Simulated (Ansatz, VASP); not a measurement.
Two plane-wave programs on Re

```
Re
1.0
     2.52777    0.00000    0.00000
     0.00000    2.52777    0.00000
     0.00000    0.00000    2.52777
Re
1
Direct
  0.00000 0.00000 0.00000
```

Alike in both runs: task relaxation of cell and atoms; functional PBE; k mesh 15 × 15 × 15; occupations fermi-dirac, width 0.08 eV; no spin polarisation.

|  | VASP | Ansatz |
| --- | --- | --- |
| version | VASP 6.6.1 | Ansatz 0.2.0 |
| potentials or method | VASP PAW PBE potentials, release 64 (Re) | PAW with Ansatz's default frozen-core files, scalar-relativistic |
| plane-wave cutoff (eV) | 600 | 420 |
| valence electrons in the cell | 7 | 15 |

Ansatz gave:

| Quantity | Value |
| --- | --- |
| relaxed volume (Å³/atom) | 17.14 |
| relaxed cell length with the largest relative difference (Å) | 2.578 |
| energy change over the relaxation (meV/atom) | -51 |

Question: What did VASP give for the same quantities?

Answer: Relaxed volume (Å³/atom): 17.07; relaxed cell length with the largest relative difference (Å): 2.575; energy change over the relaxation (meV/atom): -44.

The two sets of potentials don't hold the same shells in valence.

The runs have no spin-orbit coupling, so splittings on Re are missing.
